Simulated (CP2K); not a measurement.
In in CP2K: the effect of functional

In:

```
In
1.0
     3.33548    0.00000    0.00000
    -1.66774    2.88861    0.00000
     0.00000    0.00000    5.50914
In
2
Cartesian
  1.6677 0.9629 4.1319
  0.0000 1.9257 1.3773
```

This isn't the form of In at room conditions, which is tetragonal.

Alike in all runs:

```yaml
Program: CP2K 2026.2
Task: single point
Potentials_or_basis: POTENTIAL_UZH In GTH-PBE-q13; TZVP-MOLOPT-PBE-GTH basis
Density_cutoff: 9184 eV
k_mesh: 9 × 9 × 5
Occupations: fermi-dirac, width 0.05 eV
Spin: no spin polarisation
```

```csv
functional,pressure (GPa)
LDA,-2.2
PBEsol,-1.0
RPBE,?
rev-vdW-DF2,1.3
WC,-0.8
r2SCAN,-0.4
```

**Question.** What does the run with functional RPBE give?

**Answer.** Pressure 3.2 GPa.

Caveats: the potentials were made for another functional, which shifts forces and pressure; the basis of atomic orbitals isn't converged, which shifts pressures, moduli and gaps.

Runs at the PBE level aren't shown here.
